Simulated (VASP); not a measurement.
# TiO2 (Anatase): the relaxed cell at several levels of theory, part 2 of 2

Which functional gives which lattice for TiO2 (Anatase)? The starting structure is a measured crystal structure from the Crystallography Open Database. The first relaxation on each setting starts from this cell expanded by 3 % in volume.

VASP 6.6.1.

Results so far: PBEsol+U (Ti d 4 eV) 11.73 Å³ an atom.

**3. Relaxation with LDA+U (Ti d 4 eV)**

Level of this step: LDA, DFT+U (Ti d 4 eV); plane waves and PAW (Ti_sv, O) (VASP).

LDA, the lowest rung, knows the local density alone. This run starts from the cell of an earlier relaxation, which isn't shown; the restart sets up the plane waves anew.

Contents of INCAR:

```
SYSTEM = TiO2
PREC = Accurate
ENCUT = 520
EDIFF = 1E-06
NELM = 100
ISMEAR = 0
SIGMA = 0.03
LREAL = .FALSE.
ALGO = Normal
GGA = CA
NBANDS = 30
LDAU = .TRUE.
LDAUTYPE = 2
LDAUL = 2 -1
LDAUU = 4 0
LDAUJ = 0 0
LDAUPRINT = 1
LASPH = .TRUE.
LMAXMIX = 4
LORBIT = 11
LWAVE = .FALSE.
LCHARG = .FALSE.
KPAR = 8
IBRION = 2
NSW = 50
ISIF = 3
EDIFFG = -0.006
```

Contents of POSCAR:

```
TiO2
1.0
   -3.7994177496      0.0000000000      0.0000000000
    0.0000000000      3.7994177496      0.0000000000
    1.8997088748     -1.8997088748     -4.7580154486
Ti O
2 4
Direct
    0.7500000000      0.2500000000      0.5000000000
    0.0000000000      0.0000000000      0.0000000000
    0.2082340478      0.2082340478      0.4164680956
    0.9582340478      0.4582340478      0.9164680956
    0.5417659522      0.0417659522      0.0835319044
    0.7917659522      0.7917659522      0.5835319044
```

Contents of KPOINTS:

```
Automatic mesh
0
Gamma
6 6 6
0 0 0
```

The projector-augmented-wave data sets are Ti_sv and O (LDA family, release 64).

Run with:

```bash
mpirun -np 8 vasp_std
```

The program printed:

```text
[banner, memory and clock lines left out]
running    8 mpi-ranks, on    1 nodes
[...]
[... a notice as in an earlier step ...]

 LDA part: xc-table for (Slater(with rela. corr.)+CA(PZ))
 , standard interpolation
 POSCAR, INCAR and KPOINTS ok, starting setup
[...]
entering main loop
       N       E                     dE             d eps       ncg     rms          rms(c)
DAV:   1     0.678756556465E+03    0.67876E+03   -0.24553E+04  1800   0.185E+03
DAV:   2     0.295459025779E+02   -0.64921E+03   -0.62041E+03  2044   0.552E+02
DAV:   3    -0.671481461642E+02   -0.96694E+02   -0.95424E+02  2606   0.201E+02
DAV:   4    -0.717746055782E+02   -0.46265E+01   -0.46209E+01  2602   0.433E+01
[...]
DAV:  14    -0.532658275150E+02   -0.17394E-05   -0.52256E-05  2480   0.574E-02    0.139E-02
DAV:  15    -0.532658257988E+02    0.17162E-05   -0.16501E-05  2458   0.419E-02    0.641E-03
DAV:  16    -0.532658254984E+02    0.30033E-06   -0.25822E-06  1518   0.160E-02
   1 F= -.53265825E+02 E0= -.53265825E+02  d E =-.532658E+02
[...]
reached required accuracy - stopping structural energy minimisation
```

Run time: 10 s. Hardware: 8 MPI ranks of Intel Xeon Platinum 8375C at 2.90GHz (Ice Lake), shared host; peak memory 1.5 GiB.

OUTCAR, selected parts (step 3):

```text
  Total        0.0156198      0.0156198      0.0276255      0.0000000      0.0000000     -0.0000000
  in kB        0.3643552      0.3643552      0.6444069      0.0000000      0.0000000     -0.0000000
  external PRESSURE =       0.4577058 kB  Pullay stress =       0.0000000 kB

 POSITION                                       TOTAL-FORCE (eV/Angst)
 -----------------------------------------------------------------------------------
     -1.89971      0.00000     -2.37901         0.000000      0.000000      0.000000
      0.00000      0.00000      0.00000         0.000000      0.000000      0.000000
      0.00000     -0.00000     -1.98156         0.000000      0.000000     -0.002421
     -1.89971     -0.00000     -4.36057         0.000000     -0.000000     -0.002421
     -1.89971      0.00000     -0.39745        -0.000000      0.000000      0.002421
     -1.89971      1.89971     -2.77645         0.000000      0.000000      0.002421
 -----------------------------------------------------------------------------------
    total drift:                               -0.000000      0.000000     -0.000000

  FREE ENERGIE OF THE ION-ELECTRON SYSTEM (eV)
  ---------------------------------------------------
  free  energy   TOTEN  =       -53.2658254984 eV

  energy  without entropy=      -53.2658254984  energy(sigma->0) =      -53.26582550

[... 2 parts as in an earlier step ...]

[... 2 further parts left out ...]
[key lines of the parts left out:]
E-fermi :   3.5002
```

With LDA+U (Ti d 4 eV) the relaxed cell holds 11.447 Å³ an atom, +0.82 % against the measured cell, with a = 3.799 Å and c = 9.516 Å. That is -2.39 % from PBEsol+U (Ti d 4 eV).

**4. Relaxation with r2SCAN + rVV10**

r2SCAN adds the kinetic-energy density, costs more than a GGA and is run with LASPH. rVV10 adds a nonlocal correlation energy for dispersion. This run starts from the cell of an earlier relaxation, which isn't shown; the restart sets up the plane waves anew.

Contents of INCAR:

```
SYSTEM = TiO2
PREC = Accurate
ENCUT = 520
EDIFF = 1E-06
NELM = 100
ISMEAR = 0
SIGMA = 0.03
LREAL = .FALSE.
ALGO = Normal
METAGGA = R2SCAN
LUSE_VDW = .TRUE.
IVDW_NL = 2
BPARAM = 11.95
CPARAM = 0.0093
LASPH = .TRUE.
NBANDS = 30
LORBIT = 11
LWAVE = .FALSE.
LCHARG = .FALSE.
KPAR = 8
IBRION = 2
NSW = 50
ISIF = 3
EDIFFG = -0.006
```

Contents of POSCAR:

```
TiO2
1.0
   -3.7839223285      0.0000000000      0.0000000000
    0.0000000000      3.7839223285      0.0000000000
    1.8919611643     -1.8919611643     -4.7710621115
Ti O
2 4
Direct
    0.7500000000      0.2500000000      0.5000000000
    0.0000000000      0.0000000000      0.0000000000
    0.2080925158      0.2080925158      0.4161850316
    0.9580925158      0.4580925158      0.9161850316
    0.5419074842      0.0419074842      0.0838149684
    0.7919074842      0.7919074842      0.5838149684
```

KPOINTS is that of step 3.

Potentials, in the order of the species: Ti_sv and O (PBE family, release 64).

Run with:

```bash
mpirun -np 8 vasp_std
```

The program printed:

```text
[banner, memory and clock lines left out]
running    8 mpi-ranks, on    1 nodes
[...]
[... a notice as in an earlier step ...]

|                                                                             |
|               ----> ADVICE to this user running VASP <----                  |
|                                                                             |
|     You have switched on vdW-DFT.                                           |
|     This routine was written and supplied by Jiri Klimes. We recommend      |
|     that you carefully read and cite the following publications:            |
|       J. Klimes, D.R. Bowler, A. Michelides                                 |
|          J. Phys.: Cond Matt. 22 022201 (2010)                              |
|       J. Klimes, D.R. Bowler, A. Michelides                                 |
|          Phys. Rev. B. 83, 195131 (2011)                                    |
|     and references therein.                                                 |
[...]
Total rVV10 correction in eV:      1.2928514    48.0108854
Total rVV10 correction in eV:      1.2928514    48.0108854
Total rVV10 correction in eV:      1.2928514    48.0108854
DAV:   5    -0.685630555560E+02    0.17861E-06   -0.59168E-07   924   0.740E-03
Total rVV10 correction in eV:      1.2928588    48.0108854
Total rVV10 correction in eV:      1.2928588    48.0108854
Total rVV10 correction in eV:      1.2928588    48.0108854
Total rVV10 correction in eV:      1.2928588    48.0108854
Total rVV10 correction in eV:      1.2928588    48.0108854
Total rVV10 correction in eV:      1.2928588    48.0108854
Total rVV10 correction in eV:      1.2928588    48.0108854
Total rVV10 correction in eV:      1.2928588    48.0108854
Total rVV10 correction in eV:      1.2928541    48.0108854
Total rVV10 correction in eV:      1.2928541    48.0108854
Total rVV10 correction in eV:      1.2928541    48.0108854
Total rVV10 correction in eV:      1.2928541    48.0108854
Total rVV10 correction in eV:      1.2928541    48.0108854
Total rVV10 correction in eV:      1.2928541    48.0108854
Total rVV10 correction in eV:      1.2928541    48.0108854
Total rVV10 correction in eV:      1.2928541    48.0108854
   3 F= -.68563056E+02 E0= -.68563056E+02  d E =-.121436E-04
[...]
reached required accuracy - stopping structural energy minimisation
```

Run time: 4.3 min. Hardware: 8 MPI ranks; peak memory 2.9 GiB.

OUTCAR, selected parts (step 4):

```text
  Total        0.0185481      0.0185481      0.0187092      0.0000000      0.0000000     -0.0000000
  in kB        0.4352054      0.4352054      0.4389856      0.0000000      0.0000000     -0.0000000
  external PRESSURE =       0.4364655 kB  Pullay stress =       0.0000000 kB

 POSITION                                       TOTAL-FORCE (eV/Angst)
 -----------------------------------------------------------------------------------
     -1.89173     -0.00000     -2.38511        -0.000000      0.000000      0.000000
     -0.00000     -0.00000     -0.00000         0.000000     -0.000000      0.000000
      0.00000     -0.00000     -1.98528         0.000000     -0.000000     -0.002670
     -1.89173     -0.00000     -4.37038         0.000000     -0.000000     -0.002670
     -1.89173     -0.00000     -0.39983        -0.000000      0.000000      0.002670
     -1.89173      1.89173     -2.78494        -0.000000      0.000000      0.002670
 -----------------------------------------------------------------------------------
    total drift:                               -0.000000      0.000000     -0.000000

  FREE ENERGIE OF THE ION-ELECTRON SYSTEM (eV)
  ---------------------------------------------------
  free  energy   TOTEN  =       -68.5630555560 eV

  energy  without entropy=      -68.5630555560  energy(sigma->0) =      -68.56305556

[... 2 parts as in an earlier step ...]

[... 2 further parts left out ...]
[key lines of the parts left out:]
E-fermi :   3.1631
```

With r2SCAN + rVV10 the relaxed cell holds 11.381 Å³ an atom, +0.23 % against the measured cell, with a = 3.783 Å and c = 9.540 Å. That is -2.96 % from PBEsol+U (Ti d 4 eV).

**5. Relaxation with rev-vdW-DF2**

rev-vdW-DF2 revises the exchange of vdW-DF2 for solids. This run starts from the cell of an earlier relaxation, which isn't shown; the restart sets up the plane waves anew.

Changes to INCAR since step 4:

```diff
@@ -9,7 +9,8 @@
 ALGO = Normal
-METAGGA = R2SCAN
+GGA = MK
+AGGAC = 0
 LUSE_VDW = .TRUE.
-IVDW_NL = 2
-BPARAM = 11.95
-CPARAM = 0.0093
+PARAM1 = 0.1234
+PARAM2 = 0.711357
+ZAB_VDW = -1.8867
 LASPH = .TRUE.
```

Contents of POSCAR:

```
TiO2
1.0
   -3.7969258167      0.0000000000      0.0000000000
    0.0000000000      3.7969258167      0.0000000000
    1.8984629084     -1.8984629084     -4.7894442756
Ti O
2 4
Direct
    0.7500000000      0.2500000000      0.5000000000
    0.0000000000      0.0000000000      0.0000000000
    0.2081650448      0.2081650448      0.4163300896
    0.9581650448      0.4581650448      0.9163300896
    0.5418349552      0.0418349552      0.0836699104
    0.7918349552      0.7918349552      0.5836699104
```

KPOINTS is that of step 4.

Run with:

```bash
mpirun -np 8 vasp_std
```

The program printed:

```text
[banner, memory and clock lines left out]
running    8 mpi-ranks, on    1 nodes
[...]
[... a notice as in an earlier step ...]

 [... a notice as in an earlier step ...]

 [... a notice as in an earlier step ...]

 LDA part: xc-table for (Slater+PW92), standard interpolation
 POSCAR, INCAR and KPOINTS ok, starting setup
[...]
entering main loop
       N       E                     dE             d eps       ncg     rms          rms(c)
DAV:   1     0.682986690932E+03    0.68299E+03   -0.24644E+04  1800   0.185E+03
DAV:   2     0.515985668344E+02   -0.63139E+03   -0.60359E+03  1964   0.549E+02
DAV:   3    -0.559655418714E+02   -0.10756E+03   -0.10562E+03  2650   0.204E+02
DAV:   4    -0.609597941184E+02   -0.49943E+01   -0.49882E+01  2574   0.452E+01
[...]
DAV:  14    -0.437472444381E+02   -0.32131E-05   -0.14921E-05  2138   0.308E-02    0.110E-02
DAV:  15    -0.437472427488E+02    0.16893E-05   -0.11817E-05  2088   0.298E-02    0.264E-03
DAV:  16    -0.437472426709E+02    0.77933E-07   -0.66691E-07   918   0.850E-03
   1 F= -.43747243E+02 E0= -.43747243E+02  d E =-.437472E+02
[...]
reached required accuracy - stopping structural energy minimisation
```

Run time: 1.8 min. Hardware: 8 MPI ranks; peak memory 3.3 GiB.

From OUTCAR (step 5):

```text
  Total        0.0133466      0.0133466      0.0276142      0.0000000      0.0000000     -0.0000000
  in kB        0.3096927      0.3096927      0.6407569      0.0000000      0.0000000     -0.0000000
  external PRESSURE =       0.4200474 kB  Pullay stress =       0.0000000 kB

 POSITION                                       TOTAL-FORCE (eV/Angst)
 -----------------------------------------------------------------------------------
     -1.89846     -0.00000     -2.39472        -0.000000     -0.000000      0.000000
      0.00000      0.00000      0.00000        -0.000000      0.000000      0.000000
      0.00000     -0.00000     -1.99399        -0.000000      0.000000      0.001899
     -1.89846     -0.00000     -4.38871        -0.000000      0.000000      0.001899
     -1.89846     -0.00000     -0.40073         0.000000     -0.000000     -0.001899
     -1.89846      1.89846     -2.79545         0.000000     -0.000000     -0.001899
 -----------------------------------------------------------------------------------
    total drift:                               -0.000000      0.000000     -0.000000

  FREE ENERGIE OF THE ION-ELECTRON SYSTEM (eV)
  ---------------------------------------------------
  free  energy   TOTEN  =       -43.7472426709 eV

  energy  without entropy=      -43.7472426709  energy(sigma->0) =      -43.74724267

[... 2 parts as in an earlier step ...]

[... 2 further parts left out ...]
[key lines of the parts left out:]
E-fermi :   3.3625
```

With rev-vdW-DF2 the relaxed cell holds 11.508 Å³ an atom, +1.35 % against the measured cell, with a = 3.797 Å and c = 9.579 Å. That is -1.87 % from PBEsol+U (Ti d 4 eV).

**6. Relaxation with TPSS**

TPSS is an older meta-GGA.

Changes to INCAR since step 5:

```diff
@@ -9,8 +9,3 @@
 ALGO = Normal
-GGA = MK
-AGGAC = 0
-LUSE_VDW = .TRUE.
-PARAM1 = 0.1234
-PARAM2 = 0.711357
-ZAB_VDW = -1.8867
+METAGGA = TPSS
 LASPH = .TRUE.
```

Contents of POSCAR:

```
TiO2
1.0
   -3.8216697636      0.0000000000      0.0000000000
    0.0000000000      3.8216697636      0.0000000000
    1.9108348818     -1.9108348818     -4.8044050437
Ti O
2 4
Direct
    0.7500000000      0.2500000000      0.5000000000
    0.0000000000      0.0000000000      0.0000000000
    0.2081000000      0.2081000000      0.4162000000
    0.9581000000      0.4581000000      0.9162000000
    0.5419000000      0.0419000000      0.0838000000
    0.7919000000      0.7919000000      0.5838000000
```

KPOINTS is that of step 5.

Run with:

```bash
mpirun -np 8 vasp_std
```

The program printed:

```text
[banner, memory and clock lines left out]
running    8 mpi-ranks, on    1 nodes
[...]
[... a notice as in an earlier step ...]

 [... a notice as in an earlier step ...]

 LDA part: xc-table for (None), standard interpolation
 POSCAR, INCAR and KPOINTS ok, starting setup
[...]
entering main loop
       N       E                     dE             d eps       ncg     rms          rms(c)
DAV:   1     0.642138917574E+03    0.64214E+03   -0.24994E+04  1800   0.187E+03
DAV:   2     0.405509392883E+02   -0.60159E+03   -0.57727E+03  1872   0.558E+02
DAV:   3    -0.655551814204E+02   -0.10611E+03   -0.10122E+03  2924   0.207E+02
DAV:   4    -0.728640963833E+02   -0.73089E+01   -0.72730E+01  2696   0.530E+01
[...]
DAV:  24    -0.770072625814E+02   -0.79990E-05   -0.56070E-05  2668   0.311E-02    0.770E-03
DAV:  25    -0.770072667239E+02   -0.41425E-05   -0.41796E-06  1630   0.177E-02    0.253E-03
DAV:  26    -0.770072668366E+02   -0.11271E-06   -0.23198E-07   900   0.360E-03
   1 F= -.77007267E+02 E0= -.77007267E+02  d E =-.770073E+02
[... from here on, the cycles between the ionic steps are left out ...]
   2 F= -.77006872E+02 E0= -.77006872E+02  d E =0.394519E-03
   3 F= -.77008314E+02 E0= -.77008314E+02  d E =-.104732E-02
   4 F= -.77008312E+02 E0= -.77008312E+02  d E =-.104562E-02
   5 F= -.77008543E+02 E0= -.77008543E+02  d E =-.230056E-03
   6 F= -.77008770E+02 E0= -.77008770E+02  d E =-.457329E-03
   7 F= -.77008929E+02 E0= -.77008929E+02  d E =-.159071E-03
   8 F= -.77009033E+02 E0= -.77009033E+02  d E =-.263327E-03
   9 F= -.77009056E+02 E0= -.77009056E+02  d E =-.286089E-03
[...]
reached required accuracy - stopping structural energy minimisation
```

Wall time 6.8 min (8 MPI ranks); peak memory 2 GiB.

Parts of OUTCAR (step 6):

```text
  Total       -0.0305679     -0.0305679     -0.0223083      0.0000000      0.0000000      0.0000000
  in kB       -0.6994308     -0.6994308     -0.5104407      0.0000000      0.0000000      0.0000000
  external PRESSURE =      -0.6364341 kB  Pullay stress =       0.0000000 kB

 POSITION                                       TOTAL-FORCE (eV/Angst)
 -----------------------------------------------------------------------------------
     -1.90498      0.00000     -2.41191        -0.000000     -0.000000      0.000000
      0.00000      0.00000     -0.00000         0.000000      0.000000      0.000000
      0.00000      0.00000     -1.99911        -0.000000      0.000000      0.002629
     -1.90498      0.00000     -4.41103        -0.000000      0.000000      0.002629
     -1.90498      0.00000     -0.41280         0.000000     -0.000000     -0.002629
     -1.90498      1.90498     -2.82471         0.000000     -0.000000     -0.002629
 -----------------------------------------------------------------------------------
    total drift:                               -0.000000      0.000000      0.000000

  FREE ENERGIE OF THE ION-ELECTRON SYSTEM (eV)
  ---------------------------------------------------
  free  energy   TOTEN  =       -77.0090558756 eV

  energy  without entropy=      -77.0090558756  energy(sigma->0) =      -77.00905588

[... 2 parts as in an earlier step ...]

[... 2 further parts left out ...]
[key lines of the parts left out:]
E-fermi :   3.3167
```

With TPSS the relaxed cell holds 11.670 Å³ an atom, +2.78 % against the measured cell, with a = 3.810 Å and c = 9.648 Å. That is -0.49 % from PBEsol+U (Ti d 4 eV).

**7. All runs side by side**

| level | volume (Å³/atom) | against the measured cell (%) | a (Å) | c (Å) | pressure left (GPa) | core minutes |
| --- | --- | --- | --- | --- | --- | --- |
| PBEsol+U (Ti d 4 eV) | 11.728 | 3.29 | 3.8282 | 9.6028 | 0.0 | 6.67 |
| LDA+U (Ti d 4 eV) | 11.447 | 0.82 | 3.7994 | 9.516 | 0.05 | 9.39 |
| r2SCAN + rVV10 | 11.381 | 0.23 | 3.7835 | 9.5404 | 0.04 | 113.0 |
| rev-vdW-DF2 | 11.508 | 1.35 | 3.7969 | 9.5789 | 0.04 | 68.9 |
| TPSS | 11.67 | 2.78 | 3.81 | 9.6476 | -0.06 | 54.7 |

Core minutes are wall time times ranks, summed over the relaxations behind a row (those for a bulk modulus apart), on shared hosts.

**8. Results**

```json
{"volume, PBEsol+U (Ti d 4 eV)": "11.73 Å³/atom", "volume, LDA+U (Ti d 4 eV)": "11.45 Å³/atom", "volume, r2SCAN + rVV10": "11.38 Å³/atom", "volume, rev-vdW-DF2": "11.51 Å³/atom", "volume, TPSS": "11.67 Å³/atom"}
```

Across 5 levels the volume of TiO2 (Anatase) spans 3.0 %, from 11.38 Å³ an atom (r2SCAN + rVV10) to 11.73 Å³ (PBEsol+U (Ti d 4 eV)). Against the measured volume of the starting structure, r2SCAN + rVV10 comes nearest (+0.2 %) and PBEsol+U (Ti d 4 eV) lies farthest (+3.3 %). The measured cell holds zero-point expansion and, unless it was taken cold, thermal expansion, which the runs lack, so small differences decide nothing. All runs keep the symmetry of the start, so they can't find a distortion of lower symmetry. Further runs on this material are not shown.

[Lines on the potential files, build, host, timing and source positions are cut from VASP's logs without a mark.]

[Logs are printed without paths, hosts, clocks, repeated set-up lines and the standing remarks that a program may print on its own settings, such as how far it seeks lower states.]

[Hosts, paths, dates, database ids (printed as entryN), source tags and the programs' standing remarks are cut or masked in the printed files.]
